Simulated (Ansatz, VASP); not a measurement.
**Two plane-wave programs on LiF**

The input INCAR:

```
PREC     = Accurate       # precision mode
ENCUT    = 520            # plane-wave cutoff, eV
EDIFF    = 1E-6           # SCF threshold, eV
ISMEAR   = 0              # smearing method
SIGMA    = 0.05           # smearing width, eV
LREAL    = False          # projectors in reciprocal space
LASPH    = True           # aspherical terms in the spheres
NELM     = 100            # most SCF steps
ALGO     = Normal         # electronic algorithm
ISIF     = 2              # what is computed and relaxed
LWAVE    = False          # write WAVECAR
LCHARG   = True           # write CHGCAR
GGA      = PE             # functional
LELF     = True           # ELF
LVHAR    = True         
NBANDS   = 12             # bands
```

Contents of KPOINTS:

```
Automatic mesh
0
Gamma
  10 10 10
```

POSCAR

```
LiF
1.0
    0.0000000000      2.0140000000      2.0140000000
    1.8629500000      0.0000000000      2.0140000000
    1.8629500000      2.0140000000      0.0000000000
Li F
1 1
Direct
    0.0000000000      0.0000000000      0.0000000000
    0.5000000000      0.5000000000      0.5000000000
```

Input for Ansatz:

```yaml
crystal:
  lattice:
    - [0.0, 2.014, 2.014]
    - [1.86295, 0.0, 2.014]
    - [1.86295, 2.014, 0.0]
  atoms:
    - { symbol: Li, position: [0.0, 0.0, 0.0] }
    - { symbol: F, position: [0.5, 0.5, 0.5] }
basis:
  ecutwfc: 420
kpoints:
  mp_grid: { grid: [10, 10, 10] }
hamiltonian:
  xc: pbe
scf:
  occupations: { method: gaussian, width: 0.05 }
output:
  forces: true
  stress: true
  eigenvalues: true
```

Change from the starting cell: strain -0.0750 x Voigt [1, 0, 0, 0, 0, 0], atoms carried along.

Alike in both runs: task single point; functional PBE; k mesh 10 × 10 × 10; occupations gaussian, width 0.05 eV; no spin polarisation.

|  | VASP | Ansatz |
| --- | --- | --- |
| version | VASP 6.6.1 | Ansatz 0.2.0 |
| potentials or method | VASP PAW PBE potentials, release 64 (Li_sv, F) | scalar-relativistic, plane waves, PAW |
| plane-wave cutoff (eV) | 520 | 420 |
| valence electrons in the cell | 10 | 10 |

```csv
,VASP,Ansatz,Ansatz less VASP
gap on the k mesh at the Fermi level (eV),9.71,9.71,0.000
least direct gap on the mesh (eV),9.71,9.71,0.000
```

 A k mesh can miss the band edges.
